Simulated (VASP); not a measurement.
Ge:

```xyz
1
Lattice="3.0614 0.0000 0.0000 -1.5307 2.6513 0.0000 0.0000 0.0000 2.8605" Properties=species:S:1:pos:R:3 pbc="T T T"
Ge    0.0000    0.0000    0.0000
```

The cell was built by a generator and needn't be a form met in nature.

- Program: VASP 6.6.1
- Task: relaxation of cell and atoms
- Functional: r2SCAN
- Potentials or basis: VASP PAW PBE potentials, release 64 (Ge_d)
- Cutoff: 600 eV
- k mesh: 6 × 6 × 6
- Occupations: gaussian, width 0.1 eV
- Spin: no spin polarisation

At the start: pressure -10.1 GPa; volume 23.22 Å³/atom.

Task: Where does the relaxation end?

Result: Over 3 steps the energy falls by 183.1 meV/atom and the volume is 19.03 Å³/atom (-18.0 %); space group P6/mmm (No. 191, to 0.05 Å).

Step by step:
```tsv
step	energy change (eV)	largest force (eV/Å)	pressure (GPa)	volume (Å³)
1	0.0000	0.0000	-10.10	23.22
2	-0.1801	0.0000	1.89	18.62
3	-0.1831	0.0000	0.05	19.03
```

Final structure:
```cif
data_structure
_symmetry_space_group_name_H-M 'P 1'
_symmetry_Int_Tables_number 1
_cell_length_a 2.8185
_cell_length_b 2.8185
_cell_length_c 2.7663
_cell_angle_alpha 90.000
_cell_angle_beta 90.000
_cell_angle_gamma 120.000
_cell_volume 19.03
loop_
_atom_site_label
_atom_site_type_symbol
_atom_site_fract_x
_atom_site_fract_y
_atom_site_fract_z
_atom_site_occupancy
Ge1 Ge 0.00000 0.00000 0.00000 1
```

Caveat: the k mesh is coarse (spacing up to 0.39 Å⁻¹), so the values aren't converged; the volume moved by over 15 % at a fixed basis, so the end points are rough; the PAW data sets were made with another functional, which shifts forces and pressure a little.
